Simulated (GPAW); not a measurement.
Runs of GPAW 26.7.0 on MoS2. It takes space group R3m (No. 160, trigonal). Conventional cell: a = 3.160 Å, b = 3.160 Å, c = 18.450 Å, α = 90.00°, β = 90.00°, γ = 120.00°. Mo (site symmetry 3m) is surrounded by 6 S at 2.39 Å. S (site symmetry 3m) has 3 Mo at 2.39 Å as nearest neighbours. S (site symmetry 3m) is surrounded by 3 Mo at 2.39 Å. Measurements of this composition are mostly on another form, of space group No. 194.

```csv
task,level,potentials or basis,U,cell,k mesh,cutoff (eV),smearing,U projector left unscaled,maxiter,data set,convergence,response ecut,mesh quality,gap on the mesh (eV),pressure (GPa),largest force (eV/Å)
single point,r2SCAN+U,"GPAW PAW data sets (gpaw-data 1.2.1), other valence, pw",Mo d U = 2 eV,as given,5 × 5 × 5,600,fermi-dirac 0.05 eV,no,150,Mo 6,-,-,coarse,1.15,(c),0.68
single point,LDA+U,"the program's PAW data sets (release 1.2.1) made for this functional, pw",Mo d U = 6.2 eV,as given,8 × 8 × 8,500,fermi-dirac 0.05 eV,-,120,-,default,-,not flagged,(a),(b),0.13
single point,PBE,"GPAW PAW data sets (gpaw-data 1.2.1), pw",-,as given,10 × 10 × 10,600,fermi-dirac 0.05 eV,-,150,-,-,-,not flagged,0.95,5.3,0.53
single point,RPBE,"the program's PAW data sets (release 1.2.1) made for this functional, pw",-,as given,10 × 10 × 10,600,gaussian 0.05 eV,-,150,-,-,-,not flagged,0.99,(d),0.63
band structure,LDA,"the program's PAW data sets (release 1.2.1) made for this functional, pw",-,as given,7 × 7 × 7,600,fermi-dirac 0.05 eV,-,150,-,-,-,not flagged,0.99,-2.9,0.08
phonons,PBE,"GPAW PAW data sets (gpaw-data 1.2.1), pw",-,relaxed,7 × 7 × 7,510,fermi-dirac 0.05 eV,-,150,-,density=1e-06 eigenstates=1e-09,-,not flagged,1.59,0.0,-
dielectric tensor,LDA,"the program's PAW data sets (release 1.2.1) made for this functional, pw",-,as given,8 × 8 × 8,450,fermi-dirac 0.001 eV,-,150,-,-,80 eV,not flagged,0.95,-,-
```

Alike in all rows: no spin polarisation.

Question: Estimate the missing entries.

Answer: (a) 0.92; (b) 3.8; (c) 6.9; (d) 8.2.

Caveats: some runs use coarse meshes; an odd mesh through Γ misses points on the zone boundary, where band edges often lie (some runs); the cutoff is short for stress and forces, so pressures can be off by a GPa or more (some runs); the PAW data sets were made with another functional, which shifts forces and pressure a little (some runs); the mesh misses the band edges, which the band path finds closer together (some runs); the LO-TO splitting is left out (some runs); the long-wavelength limit can be off by several per cent where d states take part (some runs).

A k mesh can miss the band edges, and the runs leave out spin-orbit coupling on Mo.

Not every run made on this cell is shown here.
